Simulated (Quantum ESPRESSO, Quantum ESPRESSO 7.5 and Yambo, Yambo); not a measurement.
## Excitons of BN (P6_3/mmc): kernels and approximations

How far does the k mesh set the exciton binding of BN (P6_3/mmc)?

Calculated with Quantum ESPRESSO 7.5 and Yambo 5.3.0; PBE and many-body steps on it, plane waves.

## (1) Starting point

The structure is hexagonal, space group P6_3/mmc (No. 194). The conventional cell has a = 2.504 Å, b = 2.504 Å, c = 6.661 Å, α = 90.00°, β = 90.00°, γ = 120.00°. Nearest to B lie 3 N at 1.45 Å. Nearest to N lie 3 B at 1.45 Å. Farther neighbours and most contacts between anions are not listed.

The cell and positions come from the Crystallography Open Database and are kept as given unless a step says otherwise.

## (2) Empty states on the mesh, 6×6×2 mesh, 90 bands

This step: Quantum ESPRESSO 7.5; DFT, PBE, plane waves, norm-conserving pseudopotentials.

The sums over transitions need many empty states on a uniform mesh; this step solves for them.

pw.in reads:

```
&control
  calculation = 'nscf'
  prefix = 'x'
  outdir = 'o'
  pseudo_dir = 'pseudo'
/
&system
  ibrav = 0
  nat = 4
  ntyp = 2
  ecutwfc = 72.0
  nbnd = 90
  force_symmorphic = .true.
/
&electrons
  conv_thr = 1e-9
  electron_maxstep = 80
  diago_full_acc = .true.
  diago_thr_init = 5e-6
/
ATOMIC_SPECIES
  B 10.81 B.upf
  N 14.007 N.upf
CELL_PARAMETERS angstrom
  2.5039900000 0.0000000000 0.0000000000
  -1.2519950000 2.1685189508 0.0000000000
  0.0000000000 0.0000000000 6.6612000000
ATOMIC_POSITIONS crystal
  B 0.3333333333 0.6666666667 0.2500000000
  B 0.6666666667 0.3333333333 0.7500000000
  N 0.3333333333 0.6666666667 0.7500000000
  N 0.6666666667 0.3333333333 0.2500000000
K_POINTS automatic
  6 6 2 0 0 0
```

The run is started by

```bash
OMP_NUM_THREADS=1 mpirun -n 4 pw.x -nk 4 -in pw.in > pw.out
```

Log:

```text
Program PWSCF v.7.5 starts

     This program is part of the open-source Quantum ESPRESSO suite
     for quantum simulation of materials; please cite
         "P. Giannozzi et al., J. Phys.:Condens. Matter 21 395502 (2009);
         "P. Giannozzi et al., J. Phys.:Condens. Matter 29 465901 (2017);
         "P. Giannozzi et al., J. Chem. Phys. 152 154105 (2020);
     in publications or presentations arising from this work. More details at

     Atomic positions and unit cell read from directory:
     o/x.save/

     Message from routine setup:
[...]
98.9302  98.9302

          k = 0.0000 0.1925 0.0000 (  2533 PWs)   bands (ev):

[...]
85.4592  85.6248  86.7855  87.9078  88.2001  88.5944  88.7066  89.6954
    90.5161  91.2107  92.6745  93.3327  94.6897  94.9386  97.7736  97.8364
    97.9892  98.2630

          k = 0.0000 0.1925-0.1880 (  2542 PWs)   bands (ev):

     [... further k-points ...]

     highest occupied, lowest unoccupied level (ev):     4.6985    9.0127

     XML data file, pseudopotentials, collected wavefunctions

=------------------------------------------------------------------------------=
   JOB DONE.
=------------------------------------------------------------------------------=
```

The job ended after 7.2 s (4 MPI ranks of Arm Neoverse V1, shared host; peak memory 0.26 GiB).

Numbers from this step:

```
gap                                                           : 4.314 eV
k of the valence top                                          : 0.3333, 0.3333, -0.5
k of the conduction bottom                                    : 0, -0.5, 0
least direct gap                                              : 4.670 eV
k points computed                                             : 14
lowest point of the top converged band, above the valence top : 87.1117 eV
```

On this mesh the gap is 4.314 eV.

The density comes from a self-consistent run that is not shown.

## (3) Conversion and set-up

This step: Yambo 5.3.0; conversion and set-up on PBE, plane waves, norm-conserving pseudopotentials.

The states are converted to the many-body program's format and the q mesh is built.

The run is started by

```bash
(cd o/x.save; p2y > p2y.log; mv SAVE ../..); yambo > setup.log
```

Log:

```text
 Yambo, version 5.3.0

 [02] CORE Variables Setup
 =========================

  [02.01] Unit cells
  ==================

  Cell kind             :  HCP
  Atoms in the cell     :  B  N
  number of B  atoms    :  2
  number of N  atoms    :  2

  List of atomic masses
  Mass of B     :  10.81000
  Mass of N     :  14.00700

  List of atomic coordinates    : [cc]
  B1       : -0.23659E-09   2.7319       3.1470      order 1
  B2       :  2.365928  1.365969  9.440883  order 2
  N1       : -0.23659E-09   2.7319       9.4409      order 3
[...]
Q [ 1]         [rlu]:  0.000000  0.000000  0.000000
 Q [ 2]         [rlu]:  0.000000  0.000000 -0.500000
 Q [ 3]         [rlu]:  0.45246E-17  0.16667       0.0000
[...]
Q [ 8]         [rlu]: -0.13574E-16 -0.50000     -0.50000
 Q [ 9]         [rlu]:  0.166667  0.166667  0.000000
 Q [10]         [rlu]:  0.166667  0.166667 -0.500000
 Q [11]         [rlu]:  0.166667  0.333333  0.000000
 Q [12]         [rlu]:  0.166667  0.333333 -0.500000
 Q [13]         [rlu]:  0.333333  0.333333  0.000000
 Q [14]         [rlu]:  0.333333  0.333333 -0.500000

  [03.01] X indexes
  =================

   [03.01.01] Sigma indexes
   ========================

 [06] Game Over & Game summary
```

Wall time 2 s (1 MPI rank); peak memory 0.24 GiB.

## (4) Screening and self-energy, 6×6×2 mesh, 90 bands, screening to 163.3 eV

Now the one-shot GW correction: screening in the RPA, then the self-energy of the levels asked for.

This step: G0W0 on PBE, plane waves, norm-conserving pseudopotentials.

gw1.in reads:

```
HF_and_locXC
gw0
dyson
ppa
em1d
rim_cut
RandQpts= 1000000
RandGvec= 1 RL
EXXRLvcs= 72 Ry
VXCRLvcs= 288 Ry
Chimod= "HARTREE"
% BndsRnXp
 1 | 90 |
%
NGsBlkXp= 12 Ry
% LongDrXp
 1 | 1 | 1 |
%
% GbndRnge
 1 | 90 |
%
DysSolver= "n"
ExtendOut
PPAPntXp= 27.21138 eV
% QPkrange
 14 | 14 | 7 | 10 |
 7 | 7 | 7 | 10 |
 1 | 1 | 7 | 10 |
%
```

The run is started by

```bash
OMP_NUM_THREADS=1 mpirun -n 4 yambo -F gw1.in -J gw1 -C gw1 > gw1.log
```

Log:

```text
 Yambo, version 5.3.0

 [02] CORE Variables Setup
 =========================

  [... cell, symmetries and grids as in the set-up ...]

  [02.05] Energies & Occupations
  ==============================

  [X] === General ===
  [X] Electronic Temperature                        :  0.000000  0.000000 [eV K]
  [X] Bosonic    Temperature                        :  0.000000  0.000000 [eV K]
  [X] Finite Temperature mode                       : no
  [X] El. density                                   :  0.44236E+24 [cm-3]
[...]
QP @ state[ 2 ] b range                          :   7  10
   QP @ state[ 3 ] K range                          :  14  14
   QP @ state[ 3 ] b range                          :   7  10
   GF energies kind                                 : Perdew, Burke & Ernzerhof(X)+Perdew, Burke & Ernzerhof(C)
   GF WF`s kind                                     : Perdew, Burke & Ernzerhof(X)+Perdew, Burke & Ernzerhof(C)
   Xs energies kind                                 : Perdew, Burke & Ernzerhof(X)+Perdew, Burke & Ernzerhof(C)
   Xs WF`s kind                                     : Perdew, Burke & Ernzerhof(X)+Perdew, Burke & Ernzerhof(C)

 [11] Game Over & Game summary
```

Wall time 70 s (4 MPI ranks); peak memory 1.4 GiB; 4.6 min of CPU time.

This step gave:

```
G0W0 gap on the points computed              : 5.636 eV
starting gap on the mesh                     : 4.314 eV
k of the valence top                         : 0.3333, 0.3333, -0.5
k of the conduction bottom                   : 0, -0.5, 0
least direct G0W0 gap on the computed points : 6.119 eV
```

The gap on the mesh goes from 4.31 eV to 5.64 eV, a correction of +1.32 eV.

The gap opens by 1.322 eV; the next steps shift the empty bands rigidly by 1.450 eV, the correction at the start's least direct gap.

## (5) Empty states on the mesh, 6×6×2 mesh, 16 bands

This step: Quantum ESPRESSO 7.5; DFT, PBE, plane waves, norm-conserving pseudopotentials.

Edit pw.in of step 2 so:

```diff
@@ -11,3 +11,3 @@
   ecutwfc = 72.0
-  nbnd = 90
+  nbnd = 16
   force_symmorphic = .true.
```

The run is started by

```bash
OMP_NUM_THREADS=1 mpirun -n 4 pw.x -nk 4 -in pw.in > pw.out
```

Log:

```text
[banner, memory and clock lines left out]
Program PWSCF v.7.5 starts

     Atomic positions and unit cell read from directory:
     o/x.save/

     Message from routine setup:
     using ibrav=0 with symmetry is DISCOURAGED, use correct ibrav instead

     G-vector sticks info

     bravais-lattice index     =            0
     lattice parameter (alat)  =       4.7319  a.u.
     unit-cell volume          =     244.0871 (a.u.)^3
     number of atoms/cell      =            4
     number of atomic types    =            2
     number of electrons       =        16.00
[...]
k = 0.0000 0.0000-0.1880 (  2518 PWs)   bands (ev):

   -12.9409 -12.9409  -0.5699  -0.5699   3.3741   3.3741   3.3741   3.3741
    12.3076  12.3076  16.4014  16.4014  16.4014  16.4014  17.4724  17.4724

          k = 0.0000 0.1925 0.0000 (  2533 PWs)   bands (ev):

   -12.5439 -12.2744  -0.7552   1.2533   1.3869   1.4251   2.4594   2.5073
    10.8708  14.4851  15.7738  15.8462  16.2924  18.5434  18.5535  18.6558

          k = 0.0000 0.1925-0.1880 (  2542 PWs)   bands (ev):

     [... further k-points ...]

     highest occupied, lowest unoccupied level (ev):     4.6985    9.0127

     XML data file, pseudopotentials, collected wavefunctions
```

Elapsed: 1.7 s, on 4 MPI ranks; peak memory 0.05 GiB.

Numbers from this step:

- gap: 4.314 eV
- k of the valence top: 0.3333, 0.3333, -0.5
- k of the conduction bottom: 0, -0.5, 0
- least direct gap: 4.670 eV
- k points computed: 14
- lowest point of the top converged band, above the valence top: 12.77 eV

On this mesh the gap is 4.314 eV.

## (6) Conversion and set-up

This step: Yambo 5.3.0; conversion and set-up on PBE, plane waves, norm-conserving pseudopotentials.

The run is started by

```bash
(cd o/x.save; p2y > p2y.log; mv SAVE ../..); yambo > setup.log
```

Log:

```text
 Yambo, version 5.3.0

 [02] CORE Variables Setup
 =========================

  [02.01] Unit cells
  ==================

  Cell kind             :  HCP
  Atoms in the cell     :  B  N
  number of B  atoms    :  2
  number of N  atoms    :  2

  List of atomic masses
  Mass of B     :  10.81000
  Mass of N     :  14.00700

  List of atomic coordinates    : [cc]
  B1       : -0.23659E-09   2.7319       3.1470      order 1
  B2       :  2.365928  1.365969  9.440883  order 2
  N1       : -0.23659E-09   2.7319       9.4409      order 3
[...]
Q [ 1]         [rlu]:  0.000000  0.000000  0.000000
 Q [ 2]         [rlu]:  0.000000  0.000000 -0.500000
 Q [ 3]         [rlu]:  0.45246E-17  0.16667       0.0000
[...]
Q [ 8]         [rlu]: -0.13574E-16 -0.50000     -0.50000
 Q [ 9]         [rlu]:  0.166667  0.166667  0.000000
 Q [10]         [rlu]:  0.166667  0.166667 -0.500000
 Q [11]         [rlu]:  0.166667  0.333333  0.000000
 Q [12]         [rlu]:  0.166667  0.333333 -0.500000
 Q [13]         [rlu]:  0.333333  0.333333  0.000000
 Q [14]         [rlu]:  0.333333  0.333333 -0.500000

  [03.01] X indexes
  =================

   [03.01.01] Sigma indexes
   ========================

 [06] Game Over & Game summary
```

The job ended after 2 s (1 MPI rank; peak memory 0.24 GiB).

(Continued in part 2 of 5.)

[Paths, hosts, dates, memory and timing lines, banners, echoed tables and standing remarks are left out of the program output.]

[Logs are printed without paths, hosts, clocks, repeated set-up lines and the standing remarks that a program may print on its own settings, such as how far it seeks lower states.]

[Runs of the session that timed out or met a known fault of the program may be left out.]

[Hosts, paths, dates, database ids (printed as entryN), source tags and the programs' standing remarks are cut or masked in the printed files.]
